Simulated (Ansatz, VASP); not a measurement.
# BaTiO3: VASP beside Ansatz

```xyz
5
Lattice="2.8370 1.6380 2.3282 -2.8370 1.6380 2.3282 0.0000 -3.2759 2.3282" Properties=species:S:1:pos:R:3 pbc="T T T"
Ba    0.0000    0.0000   -0.0224
Ti    0.0000    0.0000    3.3821
O     0.0000    1.6129    2.4170
O    -1.3968   -0.8064    2.4170
O     1.3968   -0.8064    2.4170
```

Alike in both runs: functional PBE; k mesh 6 × 6 × 6; occupations gaussian, width 0.02 eV; no spin polarisation.

Ansatz relaxed the structure, and its values are those at the end. VASP's run is a single point on that final structure, the one shown.

|  | VASP | Ansatz |
| --- | --- | --- |
| version | VASP 6.6.1 | Ansatz 0.2.0 |
| potentials or method | VASP PAW PBE potentials, release 64 (Ba_sv, Ti_sv, O) | scalar-relativistic, plane waves, PAW |
| plane-wave cutoff (eV) | 520 | 420 |
| valence electrons in the cell | 40 | 40 |

```csv
,VASP,Ansatz,Ansatz less VASP
gap on the k mesh at the Fermi level (eV),2.39,2.44,+0.051
least direct gap on the mesh (eV),2.82,2.83,+0.012
pressure (GPa),4.9,3.2,-1.73
rms of the force components (eV/Å),0.030,0.000,-0.0295
```

Caveats: spin-orbit coupling is left out, which moves the levels of the heavy elements. PBE gaps usually lie below the measured ones, often by a third to a half. A k mesh can miss the band edges.
